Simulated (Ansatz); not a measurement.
# BeS: one input, then a changed one

The cell was built from the zincblende type and relaxed in the same program, and has space group F-43m; it needn't be a known or the stable phase.

First run: DFT, PBE, all-electron LAPW, scalar-relativistic (Ansatz 0.2.0).

Command: `ansatz run input.yaml --threads 1 --pin off --max-ram 2048MiB --backend cpu --events-out ev --progress --plain --runs-dir out` The run took 12 s on 1 thread of AMD EPYC 7R43 64-Core Processor (Zen 3), on a shared host, peak memory 0.28 GiB.

```yaml
crystal:
  lattice:
    - [0.0, 2.4376528955, 2.4376528955]
    - [2.4376528955, 0.0, 2.4376528955]
    - [2.4376528955, 2.4376528955, 0.0]
  atoms:
    - { symbol: Be, position: [0.0, 0.0, 0.0] }
    - { symbol: S, position: [0.25, 0.25, 0.25] }
kpoints:
  mp_grid: { grid: [12, 12, 12] }
  band_path:
    path:
      - [0.0, 0.0, 0.0]
      - [-0.5, -0.5, 0.0]
      - [-0.375, -0.375, 0.25]
      - [-0.375, 0.0, 0.375]
      - [0.0, 0.0, 0.0]
      - [0.0, 0.0, 0.5]
      - [-0.5, -0.25, 0.25]
      - [-0.5, -0.5, 0.0]
    npoints: 14
scf:
  occupations: { method: fermi_dirac, width: 0.05 }
hamiltonian:
  xc: pbe
  pseudopotentials: { kind: all_electron, lapw: { basis_error: 0.001 } }
output:
  forces: true
  stress: true
  eigenvalues: true
  fatbands: true
  populations: true
  dos: { projected: true, de: 0.2, e_range: [-14, 8] }
```

Result: converged; pressure 0.03 GPa; gap on the k mesh 3.15 eV; 6 SCF iterations.

A second input differs as follows:

```diff
@@ -22,4 +22,6 @@
 scf:
   occupations: { method: fermi_dirac, width: 0.05 }
+  mixing: { algorithm: anderson, beta: 0.001, ndim: 1 }
+  max_iter: 60
 hamiltonian:
   xc: pbe
@@ -29,6 +31,4 @@
   stress: true
   eigenvalues: true
-  fatbands: true
   populations: true
-  dos: { projected: true, de: 0.2, e_range: [-14, 8] }
```

Problem. Does the change harm the result?

Solution. Not here: the run converged; energy at zero smearing 0.0 meV/atom from the first run; pressure 0.03 GPa; gap on the k mesh 3.15 eV; 35 SCF iterations, so the odd setting did no harm in this case.
